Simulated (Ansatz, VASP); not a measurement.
# SiO2: VASP beside Ansatz

Aim: how closely do two programs agree when they are given the same cell, functional and k mesh? The cell is taken from a series of runs on this material, whose earlier steps may have relaxed, scaled, displaced or heated it; both programs get it as it stands.

Calculated with Ansatz 0.2.0; plane waves, with VASP 6.6.1 beside it; single point at HSE06.

## Step 1: Starting point

Symmetry: I-42d, No. 122, tetragonal system. The conventional cell has a = 4.558 Å, b = 4.558 Å, c = 7.488 Å, α = 90.00°, β = 90.00°, γ = 90.00°. Nearest to Si lie 4 O at 1.61 Å. O has 2 Si at 1.61 Å nearest. Farther neighbours and most contacts between anions are not listed.

## Step 2: VASP: single point, HSE06

A single point gives forces, pressure and levels at one fixed geometry, so differences don't come from the geometry; what else differs is listed under the comparison.

Lines of VASP's logs that name or quote its potential files are left out, and so is its time.

The run reads the wave functions of an earlier VASP run, which isn't shown here.

Input file INCAR:

```
SYSTEM = SiO2
PREC = Accurate
ENCUT = 520
EDIFF = 1E-06
NELM = 100
ISMEAR = 0
SIGMA = 0.01
LREAL = .FALSE.
ALGO = Normal
LHFCALC = .TRUE.
AEXX = 0.25
GGA = PE
HFSCREEN = 0.208
LASPH = .TRUE.
NBANDS = 22
PRECFOCK = Fast
LORBIT = 11
LWAVE = .FALSE.
LCHARG = .FALSE.
KPAR = 8
ISIF = 2
```

Input file POSCAR:

```
SiO2
1.0
   -2.2790880000      2.2790880000      3.7440000000
    2.2790880000     -2.2790880000      3.7440000000
    2.2790880000      2.2790880000     -3.7440000000
Si O
2 4
Direct
    0.0000000000      0.0000000000      0.0000000000
    0.7500000000      0.2500000000      0.5000000000
    0.0167075537      0.6250000000      0.8917075537
    0.3750000000      0.2667075537      0.3917075537
    0.7332924463      0.1250000000      0.1082924463
    0.8750000000      0.9832924463      0.6082924463
```

Input file KPOINTS:

```
Automatic mesh
0
Gamma
4 4 4
0 0 0
```

The projector-augmented-wave data sets are Si and O (PBE family, release 64).

Started as:

```console
$ mpirun -np 8 vasp_std
```

Numbers of over 12 decimals in the logs are rounded to 6 here.

The program printed:

```text
[banner, memory and clock lines left out]
running    8 mpi-ranks, on    1 nodes
 distrk:  each k-point on    1 cores,    8 groups
 distr:  one band on    1 cores,    1 groups

 POSCAR found type information on POSCAR SiO
 POSCAR found :  2 types and       6 ions
|                                                                             |
|           W    W    AA    RRRRR   N    N  II  N    N   GGGG   !!!           |
|           W    W   A  A   R    R  NN   N  II  NN   N  G    G  !!!           |
|           W    W  A    A  R    R  N N  N  II  N N  N  G       !!!           |
|           W WW W  AAAAAA  RRRRR   N  N N  II  N  N N  G  GGG   !            |
|           WW  WW  A    A  R   R   N   NN  II  N   NN  G    G                |
|           W    W  A    A  R    R  N    N  II  N    N   GGGG   !!!           |
|                                                                             |
|     For optimal performance we recommend to set                             |
|       NCORE = 2 up to number-of-cores-per-socket                            |
|     NCORE specifies how many cores store one orbital (NPAR=cpu/NCORE).      |
|     This setting can greatly improve the performance of VASP for DFT.       |
|     The default, NCORE=1 might be grossly inefficient on modern             |
|     multi-core architectures or massively parallel machines. Do your        |
|     Unfortunately you need to use the default for GW and RPA                |
|     calculations (for HF NCORE is supported but not extensively tested      |
|     yet).                                                                   |
|                                                                             |

 LDA part: xc-table for (Slater+PW92), standard interpolation
 found WAVECAR, reading the header
 POSCAR, INCAR and KPOINTS ok, starting setup
 FFT: planning ... GRIDC
 FFT: planning ... GRID_SOFT
 FFT: planning ... GRID
 reading WAVECAR
 the WAVECAR file was read successfully
 initial charge from wavefunction
 entering main loop
       N       E                     dE             d eps       ncg     rms          rms(c)
DAV:   1    -0.581147366162E+02   -0.58115E+02   -0.86391E-01   668   0.811E+00    0.469E+00
DAV:   2    -0.581218869772E+02   -0.71504E-02   -0.39007E-02   728   0.142E+00    0.333E+00
DAV:   3    -0.581190459683E+02    0.28410E-02   -0.30766E-03   728   0.364E-01    0.199E+00
DAV:   4    -0.581184265860E+02    0.61938E-03   -0.92533E-04   704   0.188E-01    0.113E+00
DAV:   5    -0.581182325712E+02    0.19401E-03   -0.11667E-04   716   0.903E-02    0.638E-01
DAV:   6    -0.581181683761E+02    0.64195E-04   -0.34844E-05   716   0.574E-02    0.363E-01
DAV:   7    -0.581181497584E+02    0.18618E-04   -0.95986E-06   716   0.313E-02    0.206E-01
DAV:   8    -0.581181442077E+02    0.55507E-05   -0.28196E-06   612   0.163E-02    0.117E-01
DAV:   9    -0.581181429242E+02    0.12836E-05   -0.11143E-06   442   0.102E-02    0.671E-02
DAV:  10    -0.581181427382E+02    0.18600E-06   -0.41129E-07   382   0.607E-03
   1 F= -.58118143E+02 E0= -.58118143E+02  d E =-.775145E-33
```

OUTCAR, selected parts (step 2):

```text
ion  position               nearest neighbor table
   1  0.000  0.000  0.000-   3 1.61   4 1.61   5 1.61   6 1.61   2 2.95   2 2.95   2 2.95   2 2.95

  LATTYP: Found a body centered tetragonal cell.
 ALAT       =     4.5581760000
 C/A-ratio  =     1.6427623681

 Subroutine GETGRP returns: Found  8 space group operations
 (whereof  4 operations were pure point group operations)

The static configuration has the point symmetry S_4 .
 The point group associated with its full space group is D_2d.

 Found     13 irreducible k-points:

   k-points           NKPTS =     13   k-points in BZ     NKDIM =     64   number of bands    NBANDS=     22

   dimension x,y,z NGX =    40 NGY =   40 NGZ =   40
   dimension x,y,z NGXF=    80 NGYF=   80 NGZF=   80

   ENCUT  =  520.0 eV  38.22 Ry    6.18 a.u.   9.19  9.19  9.19*2*pi/ulx,y,z

   NELECT =      32.0000    total number of electrons

 k-points in reciprocal lattice and weights: Automatic mesh
   0.00000000  0.00000000  0.00000000       0.016
   0.25000000 -0.00000000  0.00000000       0.125
   0.50000000 -0.00000000  0.00000000       0.062
   0.25000000  0.25000000  0.00000000       0.125
   0.50000000  0.25000000 -0.00000000       0.250
  -0.25000000  0.25000000  0.00000000       0.062
   0.50000000  0.50000000  0.00000000       0.031
   0.25000000  0.25000000  0.25000000       0.031
  -0.25000000  0.25000000  0.25000000       0.062
   0.50000000  0.50000000  0.25000000       0.062
  -0.25000000  0.50000000  0.25000000       0.125
  -0.25000000 -0.25000000  0.25000000       0.031
   0.50000000  0.50000000  0.50000000       0.016

  exchange ACFDT corr.  =         0.00000000  see jH, gK, PRB 81, 115126

 average (electrostatic) potential at core
       1 -83.0976       2 -83.0976       3 -66.5765       4 -66.5765       5 -66.5765
       6 -66.5765

 E-fermi :  -0.8903

 k-point     1 :       0.0000    0.0000    0.0000
  band No.  band energies     occupation
    ...
     12      -2.1893      2.00000
     13      -2.1893      2.00000
     14      -2.1738      2.00000
     15      -0.9870      2.00000
     16      -0.9870      2.00000
     17       7.2325      0.00000
     18       9.6067      0.00000
     19      12.6111      0.00000
     20      12.6111      0.00000
     21      13.6141      0.00000
    ...

 k-point     2 :       0.2500   -0.0000    0.0000
  band No.  band energies     occupation
    ...
     12      -2.3163      2.00000
     13      -2.2055      2.00000
     14      -1.9325      2.00000
     15      -1.0838      2.00000
     16      -1.0075      2.00000
     17       8.2771      0.00000
     18      10.3363      0.00000
     19      11.6191      0.00000
     20      12.0868      0.00000
     21      13.0430      0.00000
    ...

 k-point     3 :       0.5000   -0.0000    0.0000
  band No.  band energies     occupation
    ...
     12      -2.3780      2.00000
     13      -2.2177      2.00000
     14      -1.6262      2.00000
     15      -1.1793      2.00000
     16      -1.1179      2.00000
     17       9.9076      0.00000
     18      10.5293      0.00000
     19      11.3866      0.00000
     20      11.5196      0.00000
     21      12.9498      0.00000
    ...

  Total        2.3964319      2.3964319      1.2366611      0.0000000     -0.0000000      0.0000000
  in kB       49.3580114     49.3580114     25.4708398      0.0000000     -0.0000000      0.0000000
  external PRESSURE =      41.3956208 kB  Pullay stress =       0.0000000 kB

  energy-cutoff  :      520.00
  volume of cell :       77.79
      direct lattice vectors                 reciprocal lattice vectors
    -2.279088000  2.279088000  3.744000000     0.000000000  0.219386000  0.133547009
     2.279088000 -2.279088000  3.744000000     0.219386000  0.000000000  0.133547009
     2.279088000  2.279088000 -3.744000000     0.219386000  0.219386000  0.000000000

 POSITION                                       TOTAL-FORCE (eV/Angst)
 -----------------------------------------------------------------------------------
      0.00000      0.00000      0.00000        -0.000000      0.000000     -0.000000
      0.00000      2.27909      1.87200        -0.000000      0.000000      0.000000
      3.41863      0.64593     -0.93600        -0.000000     -0.007810      0.000000
      0.64593      1.13954      0.93600        -0.007810      0.000000      0.000000
     -1.13954      1.63316      2.80800        -0.000000      0.007810     -0.000000
      1.63316      1.13954      4.68000         0.007810      0.000000     -0.000000
 -----------------------------------------------------------------------------------
    total drift:                                0.000001     -0.000002      0.000001

  FREE ENERGIE OF THE ION-ELECTRON SYSTEM (eV)
  ---------------------------------------------------
  free  energy   TOTEN  =       -58.1181427382 eV

  energy  without entropy=      -58.1181427382  energy(sigma->0) =      -58.11814274

 total charge
# of ion       s       p       d       tot
------------------------------------------
    1        0.668   1.037   0.000   1.705
    2        0.668   1.037   0.000   1.705
    3        1.562   3.725   0.000   5.286
    4        1.562   3.725   0.000   5.286
    5        1.562   3.725   0.000   5.286
    6        1.562   3.725   0.000   5.286
--------------------------------------------------
tot          7.582  16.973   0.000  24.555

[... 3 further parts left out ...]
```

The gap is read on the k-mesh alone, so it is an upper bound where the band edges lie off the mesh.

(Continued in part 2 of 2.)

[Lines on the potential files, build, host, timing and source positions are cut from VASP's logs without a mark.]

[Logs are printed without paths, hosts, clocks, repeated set-up lines and the standing remarks that a program may print on its own settings, such as how far it seeks lower states.]

[Hosts, paths, dates, database ids (printed as entryN), source tags and the programs' standing remarks are cut or masked in the printed files.]
